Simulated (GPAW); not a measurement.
Runs of GPAW 26.7.0 on CuO (Tenorite). The structure is monoclinic, space group Cc (No. 9). The conventional cell has a = 4.689 Å, b = 3.427 Å, c = 5.132 Å, α = 90.00°, β = 99.65°, γ = 90.00°. Cu (site symmetry 1) is surrounded by 4 O at 1.91 to 2.02 Å. O (site symmetry 1) is surrounded by 4 Cu at 1.91 to 2.02 Å. 

| task | level | potentials or basis | U | k mesh | cutoff (eV) | ranks | maxiter | band path | band points | convergence | mesh quality | gap on the mesh (eV) | pressure (GPa) | V0 of scaled cells (Å³/atom) | B0 (GPa) | largest force (eV/Å) |
| --- | --- | --- | --- | --- | --- | --- | --- | --- | --- | --- | --- | --- | --- | --- | --- | --- |
| equation of state | PBEsol | PAW data sets generated in the run's folder for this functional, pw | - | 10 × 10 × 5 | 800 | 4 | 150 | - | - | - | not flagged | - | - | (b) | 183 | - |
| equation of state | LDA | the program's PAW data sets (release 1.2.1) made for this functional, pw | - | 6 × 6 × 4 | 800 | 4 | 150 | - | - | - | coarse | - | - | 9.78 | 205 | - |
| band structure | PBEsol | PAW data sets generated in the run's folder for this functional, pw | - | 6 × 6 × 4 | 800 | - | 150 | GYFLI,I1ZF1,YX1,XGN,MG | 60 | - | coarse | - | -0.1 | - | - | 0.79 |
| band structure | LDA | the program's PAW data sets (release 1.2.1) made for this functional, pw | - | 6 × 6 × 4 | 800 | - | 150 | GYFLI,I1ZF1,YX1,XGN,MG | 60 | - | coarse | - | -8.0 | - | - | 0.79 |
| single point | LDA+U | the program's PAW data sets (release 1.2.1) made for this functional, pw | Cu d U = 4.5 eV | 8 × 8 × 4 | 600 | - | 120 | - | - | default | not flagged | none | -13.1 | - | - | 0.73 |
| single point | PBEsol | PAW data sets generated in the run's folder for this functional, pw | - | 10 × 10 × 5 | 800 | - | 150 | - | - | - | not flagged | none | -0.1 | - | - | (a) |

Alike in all rows: no spin polarisation; cell as given; smearing fermi-dirac 0.05 eV.

**Question.** Fill in the values left out.

**Answer.** (a) 0.80; (b) 10.20.

Caveats: some runs use coarse meshes; the run has no spin polarisation, though such a crystal can be magnetic; semilocal functionals often make such compounds metallic where correlation or magnetic order opens a gap, which also shifts bond lengths (some runs); the cell was scaled at fixed shape and fractional positions, which overstates the stiffness of a crystal with free parameters, most of all of layers and chains (some runs); the cutoff is short for stress and forces, so pressures can be off by a GPa or more (some runs); U without spin polarisation on a metal has little footing (some runs).

A k mesh can miss the band edges.

A gap of «none» marks a metal or a gap under the smearing width.

Not every run made on this cell is shown here.
